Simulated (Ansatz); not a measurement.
Program: Ansatz. Geometries: PBE0-D4/def2-TZVP. ΔE: electronic, gas phase. CCSD(T)/CBS is the MP2 limit (def2-TZVPP, def2-QZVPP) plus CCSD(T) − MP2 in def2-TZVPP, frozen cores. DFT in def2-TZVPP. B3LYP here is the variant with VWN-RPA as its local correlation; programs differ in this. One conformer a species, not always the lowest.

Reaction (ligand exchange at the Si–O bond): `CO[SiH2]OC(C)=O` + `F[SiH](F)S` → `CO[SiH2]S[SiH](F)F` + acetic acid

```json
{"level": "PBE-D4", "ΔE (kJ/mol)": "11.4", "difference from CCSD(T)/CBS": "-14.8"}
{"level": "r2SCAN-D4", "ΔE (kJ/mol)": "20.6", "difference from CCSD(T)/CBS": "-5.6"}
{"level": "PBE0-D4", "ΔE (kJ/mol)": "14.2", "difference from CCSD(T)/CBS": "-12.0"}
{"level": "B3LYP-D4", "ΔE (kJ/mol)": "24.3", "difference from CCSD(T)/CBS": "-1.9"}
{"level": "ωB97X-V", "ΔE (kJ/mol)": "24.5", "difference from CCSD(T)/CBS": "-1.7"}
{"level": "ωB97M-V", "ΔE (kJ/mol)": "24.1", "difference from CCSD(T)/CBS": "-2.1"}
{"level": "B2PLYP", "ΔE (kJ/mol)": "31.1", "difference from CCSD(T)/CBS": "4.9"}
{"level": "PBE", "ΔE (kJ/mol)": "16.4", "difference from CCSD(T)/CBS": "-9.8"}
{"level": "r2SCAN", "ΔE (kJ/mol)": "21.7", "difference from CCSD(T)/CBS": "-4.5"}
{"level": "PBE0", "ΔE (kJ/mol)": "18.7", "difference from CCSD(T)/CBS": "-7.5"}
{"level": "B3LYP", "ΔE (kJ/mol)": "32.6", "difference from CCSD(T)/CBS": "6.4"}
{"level": "HF/def2-TZVPP", "ΔE (kJ/mol)": "43.3", "difference from CCSD(T)/CBS": "17.1"}
{"level": "MP2/def2-TZVPP", "ΔE (kJ/mol)": "25.4", "difference from CCSD(T)/CBS": "-0.8"}
{"level": "SCS-MP2/def2-TZVPP", "ΔE (kJ/mol)": "31.1", "difference from CCSD(T)/CBS": "4.9"}
{"level": "CCSD/def2-TZVPP", "ΔE (kJ/mol)": "32.6", "difference from CCSD(T)/CBS": "6.4"}
{"level": "CCSD(T)/def2-TZVPP", "ΔE (kJ/mol)": "29.8", "difference from CCSD(T)/CBS": "3.6"}
{"level": "HF/def2-QZVPP", "ΔE (kJ/mol)": "45.2", "difference from CCSD(T)/CBS": "19.0"}
{"level": "MP2/def2-QZVPP", "ΔE (kJ/mol)": "24.0", "difference from CCSD(T)/CBS": "-2.2"}
{"level": "SCS-MP2/def2-QZVPP", "ΔE (kJ/mol)": "29.7", "difference from CCSD(T)/CBS": "3.5"}
{"level": "HF/CBS(def2)", "ΔE (kJ/mol)": "45.4", "difference from CCSD(T)/CBS": "19.2"}
{"level": "MP2/CBS(def2)", "ΔE (kJ/mol)": "21.8", "difference from CCSD(T)/CBS": "-4.4"}
{"level": "CCSD/CBS(def2)", "ΔE (kJ/mol)": "29.0", "difference from CCSD(T)/CBS": "2.8"}
{"level": "CCSD(T)/CBS", "ΔE (kJ/mol)": "26.2", "difference from CCSD(T)/CBS": "0"}
```

Largest T1 diagnostic among the species: 0.015.

In def2-TZVPP, CCSD(T) changes the Hartree–Fock value by −13.5 kJ/mol (the triples alone add −2.8 kJ/mol) and MP2 by −17.9 kJ/mol. The D4 term adds −8.2 kJ/mol with B3LYP and −4.5 kJ/mol with PBE0; it sums over pairs of atoms, weighted by their polarisabilities, and B3LYP, whose exchange is more repulsive, gets the larger term.

CCSD(T)/CBS has its own doubt, a few kJ/mol and more with outer-core shells, so smaller differences from it don't rank the levels.
